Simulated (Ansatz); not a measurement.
The cell is Li2Se (antifluorite); cell and atoms were relaxed with r2SCAN. The symmetry is Fm-3m (No. 225, cubic); a = 5.987 Å in the conventional setting, 17.88 Å³ an atom. Around Se lie 8 Li at 2.59 Å; around Li lie 4 Se at 2.59 Å.

```cif
data_structure
_symmetry_space_group_name_H-M 'P 1'
_symmetry_Int_Tables_number 1
_cell_length_a 4.2335
_cell_length_b 4.2335
_cell_length_c 4.2335
_cell_angle_alpha 60.000
_cell_angle_beta 60.000
_cell_angle_gamma 60.000
_cell_volume 53.65
loop_
_atom_site_label
_atom_site_type_symbol
_atom_site_fract_x
_atom_site_fract_y
_atom_site_fract_z
_atom_site_occupancy
Se1 Se 0.00000 0.00000 0.00000 1
Li1 Li 0.25000 0.25000 0.25000 1
Li2 Li 0.75000 0.75000 0.75000 1
```

3 runs of the plane-wave code Ansatz on this cell differ in the functional (and in the settings that go with it). Levels are in eV from each run's valence top; v1 is the last filled band, c1 the first empty one.

Run A, mean stress +0.3 GPa (compression positive):
```tsv
point	v4	v3	v2	v1	c1	c2
Γ	-11.42	0.00	0.00	0.00	3.42	5.63
X	-10.93	-2.30	-1.45	-1.45	2.97	6.19
U	-10.94	-2.11	-2.08	-1.18	4.11	7.28
L	-11.05	-2.93	-0.53	-0.53	5.14	5.97
W	-10.93	-1.92	-1.92	-1.77	5.17	6.41
```

Run B, mean stress -0.3 GPa (compression positive):
```tsv
point	v4	v3	v2	v1	c1	c2
Γ	-12.54	0.00	0.00	0.00	5.04	7.39
X	-11.97	-2.59	-1.60	-1.60	4.48	7.92
U	-11.98	-2.34	-2.33	-1.30	5.69	9.08
L	-12.10	-3.27	-0.59	-0.59	6.88	7.70
W	-11.96	-2.14	-2.14	-1.93	6.77	8.26
```

Run C, mean stress -0.3 GPa (compression positive):
```tsv
point	v4	v3	v2	v1	c1	c2
Γ	-12.47	0.00	0.00	0.00	4.38	6.66
X	-11.90	-2.53	-1.57	-1.57	3.82	7.20
U	-11.91	-2.29	-2.28	-1.27	5.01	8.35
L	-12.04	-3.20	-0.57	-0.57	6.17	6.99
W	-11.90	-2.10	-2.10	-1.89	6.07	7.53
```

**Question.** Match the runs to PBE, HSE06, PBE0.

**Answer.** A is PBE, B is PBE0, C is HSE06. In order of the gap: PBE 2.97, HSE06 3.82, PBE0 4.48 eV.

The values are computed, spin-unpolarised, and not measurements.

Spin-orbit coupling is left out.

The program warns that its thresholds are loose for a hybrid's stress.

The meshes of the hybrids are coarse, so their gaps aren't converged to the digits shown.
